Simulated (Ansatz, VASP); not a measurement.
## Sb in VASP and in Ansatz

```
Sb
1.0
     6.09448    0.00000    0.00000
     0.00000    6.09448    0.00000
     0.00000    0.00000    2.98320
Sb
3
Direct
  0.00000 0.00000 0.00000
  0.00000 0.50000 0.00000
  0.50000 0.00000 0.00000
```

Alike in both runs: functional PBE; k mesh 8 × 8 × 16; occupations gaussian, width 0.1 eV; no spin polarisation.

Ansatz relaxed the structure, and its values are those at the end. VASP's run is a single point on that final structure, the one shown.

|  | VASP | Ansatz |
| --- | --- | --- |
| version | VASP 6.6.1 | Ansatz 0.2.0 |
| potentials or method | VASP PAW PBE potentials, release 64 (Sb) | scalar-relativistic, plane waves, PAW |
| plane-wave cutoff (eV) | 520 | 420 |
| valence electrons in the cell | 15 | 45 |

|  | VASP | Ansatz | Ansatz less VASP |
| --- | --- | --- | --- |
| gap on the k mesh at the Fermi level (eV) | none | none | - |
| pressure (GPa) | 0.0 | 0.0 | +0.01 |

A gap of «none» marks a metal or a gap that the smearing closes. The two sets of potentials don't hold the same shells in valence.

Spin-orbit coupling is left out, which matters for the levels of Sb.
